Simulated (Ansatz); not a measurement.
Nb, 1 atom in the cell. Symmetry: Pm-3m, No. 221, cubic system. Conventional cell: a = 2.720 Å, b = 2.720 Å, c = 2.720 Å, α = 90.00°, β = 90.00°, γ = 90.00°. Nb (site symmetry m-3m) has 6 Nb at 2.72 Å as nearest neighbours. The cell was built by a generator and needn't be a form met in nature.

* Program: Ansatz 0.2.0
* Task: relaxation of cell and atoms
* Functional: HF
* Potentials or basis: Ansatz PAW
* Cutoff: 420 eV (not typed: the program's choice for these potentials)
* k mesh: 5 × 5 × 5
* Occupations: fermi-dirac, width 0.05 eV
* Spin: no spin polarisation

Hardware: 1 × NVIDIA H100 80GB HBM3 with 2 threads of AMD EPYC 7R13 Processor (Zen 3) (shared host).

**Question.** Estimate the wall time of this run.

**Answer.** Wall time 27 s on 1 × NVIDIA H100 80GB HBM3 with 2 threads of AMD EPYC 7R13 Processor (Zen 3), with other jobs on the host, peak memory 1.5 GiB. Counts: scf iterations 177, plane waves 461, k points 10, bands 11, ion steps 5.
